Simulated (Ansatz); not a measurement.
# Pb: the cost of one run

Computed with Ansatz 0.2.0 (DFT PBE, scalar-relativistic, unless a step's input says otherwise).

### 1 The structure to begin with

The structure is hexagonal, space group P6_3/mmc (No. 194). Conventional cell: a = 3.480 Å, b = 3.480 Å, c = 5.590 Å, α = 90.00°, β = 90.00°, γ = 120.00°. Pb (site symmetry -6m2) has 12 Pb at 3.44 to 3.48 Å as nearest neighbours.

As a file:

```cif
data_structure
_symmetry_space_group_name_H-M 'P6_3/mmc'
_symmetry_Int_Tables_number 194
_cell_length_a 3.4800
_cell_length_b 3.4800
_cell_length_c 5.5900
_cell_angle_alpha 90.000
_cell_angle_beta 90.000
_cell_angle_gamma 120.000
_cell_volume 58.63
loop_
_atom_site_label
_atom_site_type_symbol
_atom_site_symmetry_multiplicity
_atom_site_Wyckoff_symbol
_atom_site_fract_x
_atom_site_fract_y
_atom_site_fract_z
_atom_site_occupancy
Pb1 Pb 2 c 0.33333 0.66667 0.25000 1
```

The file gives the conventional cell by its symmetry; the runs use the cell typed in the input.

Atoms are numbered in the order of the input: Pb1, Pb2.

### 2 The deformed structure

Space group P6_3/mmc before, P-1 after.

### 3 Full-potential LAPW

input.yaml

```yaml
crystal:
  lattice:
    - [3.4800006906, 0.0522000104, 0.0522000104]
    - [-1.6947938102, 2.987668998, 0.0191065299]
    - [0.08385, 0.08385, 5.59]
  atoms:
    - { symbol: Pb, position: [0.3333333333, 0.6666666667, 0.25] }
    - { symbol: Pb, position: [0.6666666667, 0.3333333333, 0.75] }
kpoints:
  mp_grid: { grid: [12, 12, 7] }
  band_path:
    path:
      - [0.0, 0.0, 0.0]
      - [0.0, -0.5, 0.0]
      - [0.0, 0.0, 0.5]
      - [0.0, 0.0, 0.0]
      - [-0.5, 0.0, 0.0]
      - [-0.5, 0.5, -0.5]
      - [0.0, 0.0, 0.0]
      - [-0.5, 0.0, -0.5]
      - [-0.5, 0.5, 0.0]
    npoints: 5
scf:
  occupations: { method: fermi_dirac, width: 0.05 }
hamiltonian:
  xc: pbe
  pseudopotentials: { kind: all_electron, lapw: { basis_error: 0.0005 } }
output:
  forces: true
  stress: true
  eigenvalues: true
```

Run with:

```
ansatz run input.yaml --threads 1 --pin off --max-ram 3072MiB --backend cpu --events-out ev --progress --plain --runs-dir out
```

**Question.** How long does this run take on 1 thread of Intel Xeon Platinum 8488C (Sapphire Rapids), shared host, and how much memory does it need?

About 2 min, with a peak of 1.5 GiB.
